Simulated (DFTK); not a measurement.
## As: band structure with LDA

Crystal: As.

```
CELL_PARAMETERS angstrom
1.88080 1.08588 3.51406
-1.88080 1.08588 3.51406
0.00000 -2.17176 3.51406
ATOMIC_POSITIONS crystal
As 0.22600 0.22600 0.22600
As 0.77400 0.77400 0.77400
```

* Program: DFTK 0.8.2
* Task: band structure
* Functional: LDA
* Potentials or basis: cp2k.nc.sr.lda.v0_1.semicore.gth (LDA, GTH)
* Cutoff: 544 eV
* k mesh: 9 × 9 × 9
* Occupations: fermi-dirac, width 0.05 eV
* Spin: no spin polarisation
* Valence electrons: As 5
* SCF tolerance on the density: 1e-06

```yaml
Pressure: -2.4 GPa
Largest_force: 0.212 eV/Å
Band_gap_on_the_k_mesh: none (metal or under the smearing width)
```

Forces in eV/Å, atoms in the order of the input:
```
As   0.000  0.000  0.212
As   0.000  0.000 -0.212
```

Stress tensor (GPa, compression positive):
```
-2.29  0.00  0.00
 0.00 -2.29  0.00
 0.00  0.00 -2.51
```

Levels at the corners of the path, in eV from the Fermi level:
| point | band 3 | band 4 | band 5 | band 6 | band 7 | band 8 |
| --- | --- | --- | --- | --- | --- | --- |
| Γ | -2.43 | -1.99 | -1.99 | 1.62 | 2.92 | 2.92 |
| L | -2.83 | -2.77 | -0.36 | -0.34 | 0.40 | 1.45 |
| B1 | -5.85 | -5.33 | -1.35 | 1.28 | 5.22 | 5.43 |
| B | -5.85 | -5.33 | -1.35 | 1.28 | 5.22 | 5.43 |
| Z | -1.75 | -1.75 | -0.68 | 0.81 | 0.81 | 1.86 |
| Γ | -2.43 | -1.99 | -1.99 | 1.62 | 2.92 | 2.92 |
| X | -6.12 | -3.50 | -3.50 | 3.25 | 3.31 | 5.42 |
| Q | -6.12 | -3.50 | -3.50 | 3.25 | 3.31 | 5.42 |
| F | -5.93 | -4.14 | -4.09 | 1.45 | 5.45 | 6.89 |
| P1 | -6.08 | -3.72 | -2.99 | 2.17 | 3.88 | 6.09 |
| Z | -1.75 | -1.75 | -0.68 | 0.81 | 0.81 | 1.86 |
| L | -2.83 | -2.77 | -0.36 | -0.34 | 0.40 | 1.45 |
| P | -6.08 | -3.72 | -2.99 | 2.17 | 3.88 | 6.09 |

It took 65 s on 1 thread of Intel(R) Xeon(R) Platinum 8488C (Sapphire Rapids) (shared host), peak memory 1.8 GiB.

Caveat: GTH potentials come without recommended cutoffs, and this one wasn't checked for convergence.
